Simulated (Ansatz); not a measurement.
Li3N:
```
CELL_PARAMETERS angstrom
      3.60998     0.00000     0.00000
     -1.80499     3.12634     0.00000
      0.00000     0.00000     3.85518
ATOMIC_POSITIONS crystal
  Li 0.00000 0.00000 0.50000
  Li 0.33333 0.66667 0.00000
  Li 0.66667 0.33333 0.00000
  N  0.00000 0.00000 0.00000
```

Relaxed with r²SCAN. Special points in fractions of this cell's reciprocal vectors: Γ (0.000, 0.000, 0.000); M (0.500, 0.000, 0.000); K (0.333, 0.333, 0.000); A (0.000, 0.000, 0.500); L (0.500, 0.000, 0.500); H (0.333, 0.333, 0.500).

Q: List the band energies nearest the valence-band maximum at these points for DFT-r²SCAN in the program Ansatz with PAW potentials.

A: In eV from the valence-band maximum; about four levels below and three above (degenerate sets whole), none deeper than 8.9 eV; points with the same levels are listed once.

```tsv
k	below	above
Γ	-1.61 -0.21 -0.21	1.48 8.17 8.17
M	-2.35 -1.24 -0.76	5.08 5.26 7.62
K	-1.99 -1.99 -0.65	5.87 5.87 8.04
A	-2.74 0.00 0.00	4.53 7.41 9.06 9.06
L	-1.46 -0.94 -0.70	1.58 6.63 8.55
H	-1.32 -1.32 -0.39	2.89 2.89 10.26
```

Space group P6/mmm. Symmetry was held in the r²SCAN relaxation; phonons on a q-mesh show weakly imaginary modes.

Potentials: the later of the program's two PAW sets.
